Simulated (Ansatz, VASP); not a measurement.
One calculation of GaP, two programs

```
Ga P
1.0
     0.00000    2.67019    2.81665
     2.81665    0.00000    2.81665
     2.81665    2.67019    0.00000
Ga P
1 1
Direct
  0.00000 0.00000 0.00000
  0.75000 0.75000 0.75000
```

Alike in both runs: task single point; functional PBEsol; k mesh 10 × 10 × 10; occupations gaussian, width 0.05 eV; no spin polarisation.

|  | VASP | Ansatz |
| --- | --- | --- |
| version | VASP 6.6.1 | Ansatz 0.2.0 |
| potentials or method | VASP PAW PBE potentials, release 64 (Ga_d, P) | scalar-relativistic, plane waves, PAW |
| plane-wave cutoff (eV) | 520 | 420 |
| valence electrons in the cell | 18 | 18 |

Ansatz gave:

- gap on the k mesh at the Fermi level (eV): 1.07
- least direct gap on the mesh (eV): 1.18
- pressure (GPa): -4.0
- largest component of the traceless stress (GPa): 2.38

Problem. What did VASP give for the same quantities?

Solution. gap on the k mesh at the Fermi level (eV): 1.07; least direct gap on the mesh (eV): 1.18; pressure (GPa): -4.0; largest component of the traceless stress (GPa): 2.39.

Ansatz warned: «pseudo_functional_mismatch».

Caveats: the PAW data sets were made with another functional, which shifts forces and pressure a little (VASP). A k mesh can miss the band edges.
